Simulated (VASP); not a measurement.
The system is Os.

```
Os
1.0
     2.73410    0.00000    0.00000
    -1.36705    2.36780    0.00000
     0.00000    0.00000    4.31970
Os
2
Direct
  0.66667 0.33333 0.75000
  0.33333 0.66667 0.25000
```

Base run:

| Quantity | Value |
| --- | --- |
| Program | VASP 6.6.1 |
| Functional | TPSS |
| Potentials or basis | VASP PAW PBE potentials, release 64 (Os) |
| Cutoff | 520 eV |
| k mesh | 11 × 11 × 6 |
| Occupations | fermi-dirac, width 0.05 eV |
| Spin | no spin polarisation |

Its results: pressure 3.1 GPa.

Q: The run is repeated on the same cell with these changes: functional from TPSS to revTPSS; further incar settings from ALGO = Normal; EDIFF = 1e-06 to ALGO = Normal; EDIFF = 1e-06; NBANDS = 15. What comes out?

A: Pressure -3.8 GPa.

Caveats: the PAW data sets were made with another functional, which shifts forces and pressure a little.
